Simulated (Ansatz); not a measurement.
# PbS (Galena) (Fm-3m) in Ansatz: settings compared

Aim: see how the results for PbS (Galena) move with the level of theory and the settings. Levels: r2SCAN, revPBE+D4. Tasks: ladder of functionals, electric field gradients.

Everything below comes from runs of Ansatz 0.2.0. Logs are shortened: lines on timing, memory, paths and dates and some standing lists are left out, and cuts for length are marked.

### 1 The crystal as given

It takes space group Fm-3m (No. 225, cubic). The conventional cell has a = 5.931 Å, b = 5.931 Å, c = 5.931 Å, α = 90.00°, β = 90.00°, γ = 90.00°. Pb (site symmetry m-3m) is surrounded by 6 S at 2.97 Å. Around S (site symmetry m-3m) lie 6 Pb at 2.97 Å.

### 2 Ladder of functionals, r2SCAN, spin-orbit coupling, no magnetisation

File input.yaml:

```yaml
crystal:
  lattice: { a: 5.9315, b: 5.9315, c: 5.9315, alpha: 90.0, beta: 90.0, gamma: 90.0 }
  space_group: 225
  reduce_to_primitive: true
  atoms:
    - { symbol: Pb, wyckoff: "4a", position: [0.0, 0.0, 0.0] }
    - { symbol: S, wyckoff: "4b", position: [0.5, 0.0, 0.0] }
hamiltonian:
  xc: r2scan
  pseudopotentials: { kind: paw_fr }
magnetization:
  noncollinear: true
  spin_orbit: true
kpoints:
  mp_grid: { grid: [8, 8, 8] }
scf:
  occupations: { method: methfessel_paxton, width: 0.1 }
output:
  forces: true
  stress: true
  eigenvalues: true
  xc_energy_on_converged_density: [lda, pbe, pbesol, rpbe, revpbe, blyp]
```

Potentials or basis: Ansatz PAW.

Started as:

```sh
ansatz run input.yaml --threads 1 --pin off --max-ram 2560MiB --backend cpu --events-out ev --progress --plain --runs-dir out
```

The log of the run:

```text
Warning: RAYON_NUM_THREADS=1 ignored (pool sized by the plan → 1); use --threads N
crystal.space_group: 225 is read as Fm-3m: the typed cell holds Pb4S4 (Pb 4a, S 4b). Least distances (Å): Pb–Pb 4.194, Pb–S 2.966, S–S 4.194
crystal.space_group generates its sites in this order, which a site index counts, at these fractional coordinates of the primitive cell where crystal.reduce_to_primitive is true, and else of the cell that is read (crystal.supercell repeats the list replica by replica, and crystal.defects acts on that): 0: Pb [0.000000, 0.000000, 0.000000]; 1: S [0.500000, 0.500000, 0.500000];
Engine: ansatz 0.2.0, aarch64-unknown-linux-gnu
Pseudopotentials: kind: paw_fr
Pseudopotential: Pb, paw_fr, valence charge 14, recommended cutoff 500 eV (meta_gga), Pb.paw.azcp#standard-fr
Pseudopotential: S, paw_fr, valence charge 6, recommended cutoff 500 eV (meta_gga), S.paw.azcp#standard-fr
Functional definition: r2SCAN
  parameter k0 = 0.174
  parameter k1 = 0.065
  parameter a1 = 4.9479
  exchange = r2scan_x(k0 = k0, k1 = k1, a1 = a1)
  correlation = r2scan_c
non-collinear run that drives no moment, with spin-orbit: no starting moment large enough to seed its density (crystal.atoms[].spin), no starting occupations that ask for one, no magnetisation constraint and no magnetic field, so the semilocal B_xc is pinned to zero
Crystal: 2 atoms, lattice volume = 52.172 Å³
Basis set: ecut = 500 eV, 1363 PW (Γ), exchange–correlation on 128×128×128 points (64 copies of the dense FFT grid, shifted against one another)
Bands: 28, of which v1, the nominal top of the filled ones, is band 20 counted from 1 (19 counted from 0)
Symmetry: 48 space group operations + 48 with time reversal
Magnetic group: BNS 225.117 (UNI 1619), of the structure as read, at distance tolerance 3.7e-5 Å
k-points: 29 of 512
Projection manifold: j_resolved (fully-relativistic pseudo-atomic orbitals)
Non-local potential: Pb, projectors of the file, l = 0: 2, l = 1: 4, l = 2: 4, l = 3: 4
Non-local potential: S, projectors of the file, l = 0: 2, l = 1: 4, l = 2: 4
PAW form: soft (Blöchl's): semilocal exchange-correlation on the pseudo side does not see the compensation charge
PAW frozen core: Pb, regenerated for the run's functional (the file was generated under x = pbe(κ = 0.804, μ = 0.2195149727645171), c = pbe(β = 0.06672455060314922))
PAW frozen core: S, regenerated for the run's functional (the file was generated under x = pbe(κ = 0.804, μ = 0.2195149727645171), c = pbe(β = 0.06672455060314922))
PAW one-centre angular grid: Pb, 590 points (default); XC on 303 of its mesh's 2897 points in the sphere
PAW one-centre angular grid: S, 302 points (default); XC on 160 Gauss nodes
Initial density: superposition of atomic densities (chi_scale 0.1, normalization cell, long waves kept (reshape's long-wave potential 0.00 eV rms))
Initial wavefunctions: pseudopotential atomic-orbital guess
Functional: x = r2scan, c = r2scan; τ floored in thin density (d = 2e-4 eV/Å³)
Listed functional: x = slater, c = lda
Listed functional: x = pbe(κ = 0.804, μ = 0.2195149727645171), c = pbe(β = 0.06672455060314922)
Listed functional: x = pbesol(κ = 0.804, μ = 0.12345679012345678), c = pbesol(β = 0.046)
Listed functional: x = rpbe, c = pbe(β = 0.06672455060314922)
Listed functional: x = revpbe(κ = 1.245, μ = 0.2195149727645171), c = pbe(β = 0.06672455060314922)
Listed functional: x = b88, c = lyp
SCF iter   1: F=—  HF=-12794.273765 eV  |F-HF|=—  |Δ(HF+E_count)|=         —  Δρ=2.96e-2  dr2=9.35e-1  dr2_τ=5.81e-3  dr2_m=0.00e0 (ungated)  ethr=3.10e-3  |M|=0.00e0 ∫|m|=0.00e0 μB  |m|>n=0.0e0 m-floor=0.0e0 τ_xc=0.0e0  β_m=0.30  ⟨swp⟩=9.6  Hψ=2539  notcnv=0
preconditioner: auto → none  [insulator: Δε(μ)=0.441 eV  Ē_g=16.012 eV  σ=0.100 eV  W_gap=1.01  n_scr=14 (ndim 8)  ℏωp=23.0 eV  f_vac=0.000  D(μ)=-0.00/eV (n_scr^D=0)  ε∞_Penn≈3.1]
SCF iter   2: F=—  HF=-12794.084851 eV  |F-HF|=—  |Δ(HF+E_count)|=   1.89e-1  S|Δr|=    0.00e0  Δρ=1.36e-2  dr2=1.13e-1  dr2_τ=2.05e-3  dr2_m=0.00e0 (ungated)  ethr=3.10e-3  |M|=0.00e0 ∫|m|=0.00e0 μB  |m|>n=0.0e0 m-floor=0.0e0 τ_xc=0.0e0  β_m=0.37  ⟨swp⟩=2.5  Hψ=698  notcnv=0  defer=66
SCF iter   3: F=—  HF=-12794.096589 eV  |F-HF|=—  |Δ(HF+E_count)|=   1.17e-2  S|Δr|=    0.00e0  Δρ=7.03e-3  dr2=1.98e-2  dr2_τ=1.32e-4  dr2_m=0.00e0 (ungated)  ethr=5.67e-4  |M|=0.00e0 ∫|m|=0.00e0 μB  |m|>n=0.0e0 m-floor=0.0e0 τ_xc=0.0e0  β_m=0.58  ⟨swp⟩=2.1  Hψ=527  notcnv=0  defer=66
SCF iter   4: F=—  HF=-12794.103132 eV  |F-HF|=—  |Δ(HF+E_count)|=   6.54e-3  S|Δr|=    0.00e0  Δρ=1.01e-3  dr2=4.57e-4  dr2_τ=9.12e-6  dr2_m=0.00e0 (ungated)  ethr=9.91e-5  |M|=0.00e0 ∫|m|=0.00e0 μB  |m|>n=0.0e0 m-floor=0.0e0 τ_xc=0.0e0  β_m=0.73  ⟨swp⟩=3.0  Hψ=730  notcnv=0  defer=66
SCF iter   5: F=—  HF=-12794.103118 eV  |F-HF|=—  |Δ(HF+E_count)|=   1.38e-5  S|Δr|=    0.00e0  Δρ=2.32e-4  dr2=4.08e-5  dr2_τ=9.02e-7  dr2_m=0.00e0 (ungated)  ethr=2.28e-6  |M|=0.00e0 ∫|m|=0.00e0 μB  |m|>n=0.0e0 m-floor=0.0e0 τ_xc=0.0e0  β_m=0.72  ⟨swp⟩=2.1  Hψ=553  notcnv=0  defer=66
SCF iter   6: F=—  HF=-12794.103109 eV  |F-HF|=—  |Δ(HF+E_count)|=   9.26e-6  S|Δr|=    0.00e0  Δρ=3.91e-5  dr2=9.06e-7  dr2_τ=5.63e-9  dr2_m=0.00e0 (ungated)  ethr=2.04e-7  |M|=0.00e0 ∫|m|=0.00e0 μB  |m|>n=0.0e0 m-floor=0.0e0 τ_xc=0.0e0  β_m=0.80  ⟨swp⟩=2.7  Hψ=648  notcnv=0  defer=66
SCF iter   7: F=-12794.103109 eV  HF=-12794.103109 eV  |F-HF|=1.68e-9  |Δ(HF+E_count)|=   3.89e-8  S|Δr|=    0.00e0  Δρ=4.49e-6  dr2=8.62e-9  dr2_τ=1.35e-10  dr2_m=0.00e0 (ungated)  ethr=5.00e-10  |M|=0.00e0 ∫|m|=0.00e0 μB  |m|>n=0.0e0 m-floor=0.0e0 τ_xc=0.0e0  ⟨swp⟩=12.4  Hψ=2161  notcnv=0
SCF 1 converged in 7 iterations: F = -12794.103109 eV  dr2 = 8.62e-9
SCF converged after 7 iterations
Stability not checked: this state was not tested for a lower state beside it, because cold or Methfessel-Paxton smearing, or corrected tetrahedra, fill the levels in a way that the test cannot read (fill_not_monotonic; see scf.lower_state_search)
Magnetization: |M| = 0.0000 μB,  M = (+0.0000, +0.0000, +0.0000) μB
Absolute magnetization: 0.0000 μB (∫|m|)
  site 0: m = (+0.0000, +0.0000, +0.0000) μB, |m| = 0.0000 μB  (R = 1.22 Å)
  site 1: m = (+0.0000, +0.0000, +0.0000) μB, |m| = 0.0000 μB  (R = 1.22 Å)
Free energy (F): -12794.103109 eV
Harris-Foulkes:  -12794.103109 eV  (|F-HF|=1.68e-9)
Internal energy: -12794.103000 eV  (E = F + TS)
E sigma→0 (E₀):  -12794.103082 eV
Entropy (-TS):   -0.000108 eV (-0.054 meV/atom)
Fermi energy:    8.378899 eV
Step filling:    the computed levels leave a gap of 0.1148 eV = 1.1 smearing widths at the electron count; against every level under it full and every level over it empty, smearing changes F+E_penalty+E_count by +0.057 meV and its σ→0 estimate by +0.084 meV
--- Per-component energies (eV) ---
  E_band       = -66.043632
  E_kinetic    = 393.577493
  E_local      = -1223.208198  (includes V_loc(G=0)·N_el)
  E_nonlocal   = 379.727432
  E_hartree    = 476.685512
  E_xc         = -300.590728
  E_vxc        = -240.336174  (∫ρ·V_xc dr)
  E_paw        = -11007.765326  (= ΣΔE_a)
  E_vpaw       = -344.125859  (= ΣTr[D̂ρ^β])
  E_aug_tail   = 0.000019  (compensation charges beyond the density's cutoff)
  E_vtau       = 14.949070  (kinetic-family band-sum trace: ∫τ·v_τ [+ j·A + Jᵃ·Aᵃ] dr)
  E_ewald      = -1513.356403
  E_core_change = 0.827198  (= ΣΔE_core)
  E_smearing   = -0.000108  (= −TS)
  E_closure    = -0.000000  (closes the sum)
  Σ components = -12794.103109   (vs F -12794.103109, Δ=0.00e0)
--- Forces (eV/Å), atoms counted from 1 ---
  atom   1  Pb     0.00000000     0.00000000    -0.00000000
  atom   2  S     -0.00000000     0.00000000     0.00000000
  max |Σ_I F_I| component: 1.58e-30 eV/Å
--- Stress (GPa, compression-positive) ---
        0.908612       0.000000      -0.000000
        0.000000       0.908612      -0.000000
       -0.000000      -0.000000       0.908612
  P = ⅓ Tr σ = 0.9086 GPa (9.086 kbar)
--- E_xc of listed functionals on the converged density (eV per cell; not total energies) ---
  on the closing iteration's output density plus the core of the run's pseudopotentials (for a meta-GGA, its output tau too, plus the cores' where a run under it adds that), as the run's own E_xc is; on PAW an entry holds the one-centre parts besides; self-consistent for r2scan alone
  E_xc = -10979.676088  lda
  E_xc = -11318.176618  pbe
  E_xc = -11148.623575  pbesol
  E_xc = -11336.822274  rpbe
  E_xc = -11331.474978  revpbe
  E_xc = -11351.549678  blyp
--- Band table (eV; the first three rows and the last of 29) ---
  k-point 0: bands = ["-10.5881", "-10.5881", "-10.5881", "-10.5881", "-8.0171", "-8.0171", "-8.0052", "-8.0052", "-8.0052", "-8.0052", "-5.9394", "-5.9394", "2.2531", "2.2531", "5.6605", "5.6605", "6.0173", "6.0173", "6.0173", "6.0173", "12.0318", "12.0318", "14.6176", "14.6176", "14.6176", "14.6176", "15.3851", "15.3851"]
  k-point 1: bands = ["-10.5886", "-10.5886", "-10.5859", "-10.5859", "-8.0142", "-8.0142", "-8.0088", "-8.0088", "-8.0023", "-8.0023", "-5.8060", "-5.8060", "1.7391", "1.7391", "5.7888", "5.7888", "6.0537", "6.0537", "6.3513", "6.3513", "11.3873", "11.3873", "13.2698", "13.2698", "13.6549", "13.6549", "15.3712", "15.3712"]
  k-point 2: bands = ["-10.5899", "-10.5899", "-10.5807", "-10.5807", "-8.0226", "-8.0226", "-8.0021", "-8.0021", "-7.9952", "-7.9952", "-5.4380", "-5.4380", "0.6864", "0.6864", "5.9834", "5.9834", "6.1557", "6.1557", "7.0739", "7.0739", "10.1915", "10.1915", "11.6699", "11.6699", "12.3327", "12.3327", "15.5657", "15.5657"]
  k-point 28: bands = ["-10.5989", "-10.5989", "-10.5793", "-10.5793", "-8.1015", "-8.1015", "-7.9994", "-7.9994", "-7.9782", "-7.9782", "-4.2000", "-4.2000", "0.2264", "0.2264", "3.4735", "3.4735", "3.7982", "3.7982", "7.1675", "7.1675", "10.4679", "10.4679", "13.1507", "13.1507", "13.4498", "13.4498", "16.5556", "16.5556"]
```

Wall time 16 s (1 thread of Arm Neoverse V2, shared host); peak memory 0.61 GiB.

Results:

* Free energy: -12794.1031 eV
* Pressure: 0.9 GPa
* Band gap on the k mesh: 0.11 eV, direct

Levels at points of the mesh, in eV from the valence-band top:
```csv
k point,band 18,band 19,band 20,band 21,band 22,band 23
"(0.00, 0.00, 0.00)",-2.30,-2.30,-2.30,3.71,3.71,6.30
"(0.00, 0.00, -0.50)",-1.98,0.00,0.00,0.11,0.11,1.79
"(0.00, -0.50, -0.50)",-3.84,-3.53,-3.53,4.15,4.15,4.79
```

Caveat: the PAW data sets come from PBE, with cores solved anew for the run's functional, which leaves a small shift of forces and pressure. A k mesh can miss the band edges.

### 3 Electric field gradients, revPBE+D4, spin-orbit coupling, no magnetisation

File input.yaml:

```yaml
crystal:
  lattice:
    - [0.0, 2.96575, 2.96575]
    - [2.96575, 0.0, 2.96575]
    - [2.96575, 2.96575, 0.0]
  atoms:
    - { symbol: Pb, position: [0.0, 0.0, 0.0] }
    - { symbol: S, position: [0.5, 0.5, 0.5] }
hamiltonian:
  xc: revpbe
  pseudopotentials: { kind: paw_fr }
  dispersion: d4
magnetization:
  noncollinear: true
  spin_orbit: true
kpoints:
  mp_grid: { grid: [8, 8, 8] }
scf:
  occupations: { method: fixed }
output:
  forces: true
  stress: true
  eigenvalues: true
  efg: {}
  write_density: true
  write_potential: true
  elf: true
  volumetric_format: npy
```

Potentials or basis: Ansatz PAW.

Started as:

```sh
ansatz run input.yaml --threads 1 --pin off --max-ram 2560MiB --backend cpu --events-out ev --progress --plain --runs-dir out
```

The log of the run:

```text
Warning: RAYON_NUM_THREADS=1 ignored (pool sized by the plan → 1); use --threads N
[... 2 set-up lines as earlier in the session ...]
Pseudopotential: Pb, paw_fr, valence charge 14, recommended cutoff 420 eV (normal), Pb.paw.azcp#standard-fr
Pseudopotential: S, paw_fr, valence charge 6, recommended cutoff 420 eV (normal), S.paw.azcp#standard-fr
Functional definition: revPBE
  parameter kappa = 1.245
  parameter beta = 0.06672455060314922
  exchange = pbe_x(kappa = kappa, mu = beta*pi^2/3)
  correlation = pbe_c(beta = beta)
non-collinear run that drives no moment, with spin-orbit: no starting moment large enough to seed its density (crystal.atoms[].spin), no starting occupations that ask for one, no magnetisation constraint and no magnetic field, so the semilocal B_xc is pinned to zero
Crystal: 2 atoms, lattice volume = 52.172 Å³
Basis set: ecut = 420 eV, 965 PW (Γ), exchange–correlation on 60×60×60 points (8 copies of the dense FFT grid, shifted against one another)
Bands: 28, of which v1, the nominal top of the filled ones, is band 20 counted from 1 (19 counted from 0)
[... 1 set-up line as earlier in the session ...]
Magnetic group: BNS 225.117 (UNI 1619), of the structure as read, at distance tolerance 3.7e-5 Å
k-points: 29 of 512
Projection manifold: j_resolved (fully-relativistic pseudo-atomic orbitals)
[... 39 lines left out ...]
  E_vpaw       = -335.925483  (= ΣTr[D̂ρ^β])
  E_aug_tail   = 0.000051  (compensation charges beyond the density's cutoff)
  E_ewald      = -1513.356403
  E_disp       = -1.207859  (pairwise vdW)
  E_core_change = 0.024418  (= ΣΔE_core)
  E_smearing   = -0.000000  (= −TS)
  E_closure    = 0.000000  (closes the sum)
  Σ components = -12862.528537   (vs F -12862.528537, Δ=0.00e0)
--- Forces (eV/Å), atoms counted from 1 ---
  atom   1  Pb     0.00000000    -0.00000000     0.00000000
  atom   2  S      0.00000000    -0.00000000    -0.00000000
  max |Σ_I F_I| component: 1.29e-29 eV/Å
--- Stress (GPa, compression-positive) ---
       -0.304176      -0.000000       0.000000
       -0.000000      -0.304176       0.000000
        0.000000      -0.000000      -0.304176
  P = ⅓ Tr σ = -0.3042 GPa (-3.042 kbar)
--- PAW observables at the nuclei: V_zz in 10²¹ V/m², potentials from the cell's mean, atoms counted from 1 ---
  atom   1  Pb V_zz =    +0.000000   η = 0.0000   by run symmetry: forbidden
            electrostatic potential = -17583.945934 V   contact ρ = none
  atom   2  S  V_zz =    +0.000000   η = 0.0000   by run symmetry: forbidden
            electrostatic potential = -1636.426186 V   contact ρ = none
--- Band table (eV; the first three rows and the last of 29) ---
  k-point 0: bands = ["-9.7472", "-9.7472", "-9.7472", "-9.7472", "-7.1914", "-7.1914", "-7.1807", "-7.1807", "-7.1807", "-7.1807", "-5.1125", "-5.1125", "2.5553", "2.5553", "6.0121", "6.0121", "6.3706", "6.3706", "6.3706", "6.3706", "11.9933", "11.9933", "14.5185", "14.5185", "14.5185", "14.5185", "15.2237", "15.2237"]
  k-point 1: bands = ["-9.7475", "-9.7475", "-9.7450", "-9.7450", "-7.1886", "-7.1886", "-7.1838", "-7.1838", "-7.1776", "-7.1776", "-4.9830", "-4.9830", "2.0925", "2.0925", "6.1322", "6.1322", "6.4042", "6.4042", "6.6596", "6.6596", "11.3732", "11.3732", "13.2078", "13.2078", "13.5846", "13.5846", "15.2575", "15.2575"]
  k-point 2: bands = ["-9.7485", "-9.7485", "-9.7397", "-9.7397", "-7.1968", "-7.1968", "-7.1765", "-7.1765", "-7.1700", "-7.1700", "-4.6249", "-4.6249", "1.1190", "1.1190", "6.3217", "6.3217", "6.4996", "6.4996", "7.3034", "7.3034", "10.2226", "10.2226", "11.6592", "11.6592", "12.3102", "12.3102", "15.4666", "15.4666"]
  k-point 28: bands = ["-9.7542", "-9.7542", "-9.7381", "-9.7381", "-7.2654", "-7.2654", "-7.1736", "-7.1736", "-7.1524", "-7.1524", "-3.4320", "-3.4320", "0.6802", "0.6802", "3.8725", "3.8725", "4.1983", "4.1983", "7.4426", "7.4426", "10.4663", "10.4663", "13.0667", "13.0667", "13.3633", "13.3633", "16.3833", "16.3833"]
```

rho_z.tsv:

```text
# z_ang	rho[e/angstrom^3]	m_x[e/angstrom^3]	m_y[e/angstrom^3]	m_z[e/angstrom^3]	m_norm[e/angstrom^3]
# format = ansatz-planar-average/11
# lattice	0.000000000	2.965750000	2.965750000
# lattice	2.965750000	0.000000000	2.965750000
# lattice	2.965750000	2.965750000	0.000000000
# sites	2
# site	82	0.000000000	0.000000000	0.000000000
# site	16	2.965750000	2.965750000	2.965750000
0.000000	7.560253e-1	0.000000e0	0.000000e0	0.000000e0	0.000000e0
0.139807	7.305593e-1	0.000000e0	0.000000e0	0.000000e0	0.000000e0
0.279614	6.616720e-1	0.000000e0	0.000000e0	0.000000e0	0.000000e0
0.419420	5.674545e-1	0.000000e0	0.000000e0	0.000000e0	0.000000e0
0.559227	4.678211e-1	0.000000e0	0.000000e0	0.000000e0	0.000000e0
0.699034	3.787039e-1	0.000000e0	0.000000e0	0.000000e0	0.000000e0
[... 22 lines left out ...]
3.914590	6.616720e-1	0.000000e0	0.000000e0	0.000000e0	0.000000e0
4.054397	7.305593e-1	0.000000e0	0.000000e0	0.000000e0	0.000000e0
```

Wall time 12 s (1 thread of Arm Neoverse V2, shared host); peak memory 0.61 GiB.

What came out:

* Free energy: -12862.5285 eV
* Pressure: -0.3 GPa
* Band gap on the k mesh: 0.03 eV, direct

Caveat: the PAW data sets come from PBE, with cores solved anew for the run's functional, which leaves a small shift of forces and pressure. A k mesh can miss the band edges.
